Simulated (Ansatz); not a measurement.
Consider the hydrogen abstraction from a B–H bond: `COBCl` + `F[C](F)F`• → `CO[B]Cl`• + `FC(F)F`.

Computed with Ansatz on PBE0-D4/def2-TZVP structures; ΔE is electronic, products minus reactants. CBS: MP2 limit from def2 TZ/QZ plus the TZ coupled-cluster correction, frozen cores. This one scheme is used for every species. DFT in def2-TZVPP. B3LYP here is the variant with VWN-RPA as its local correlation; programs differ in this. HSE06 is defined as in plane-wave codes. Open shells (•) are unrestricted, without spin–orbit coupling. Each species was taken in one conformer, which may not be the lowest.

**Question.** Is it downhill or uphill in electronic energy at CCSD(T)/CBS, and by how much? (An estimate is asked.)

**Answer.** Ansatz gave: Downhill: ΔE = -3.1 kcal/mol.

**Question.** What do these levels give: r2SCAN-D4, ωB97M-V, B2PLYP, BLYP, r2SCAN, B3LYP, HSE06, BHLYP, HF/def2-SVP, CCSD(T)/def2-SVP, HF/def2-TZVPP, HF/def2-QZVPP? (An estimate is asked.)

**Answer.** Computed: r2SCAN-D4 -2.0, ωB97M-V -1.1, B2PLYP -1.3, BLYP -0.4, r2SCAN -2.0, B3LYP -0.7, HSE06 -1.8, BHLYP -0.4, HF/def2-SVP -0.2, CCSD(T)/def2-SVP -1.3, HF/def2-TZVPP 0.2, HF/def2-QZVPP 0.3 kcal/mol.

Largest T1 diagnostic among the species: 0.014.

In def2-TZVPP, CCSD(T) changes the Hartree–Fock value by −2.7 kcal/mol (the triples alone add −0.3 kcal/mol) and MP2 by −3.7 kcal/mol. Leaving LDA and LC-ωPBE aside and taking each functional with its dispersion term where it has one, the values, not all of them listed here, spread over 1.9 kcal/mol, from revPBE-D4 to ωB97X-V. LDA lies −1.3 kcal/mol from PBE without D4. At CCSD(T), def2-SVP lies +1.8 kcal/mol from the extrapolated value and def2-TZVPP +0.6 kcal/mol.
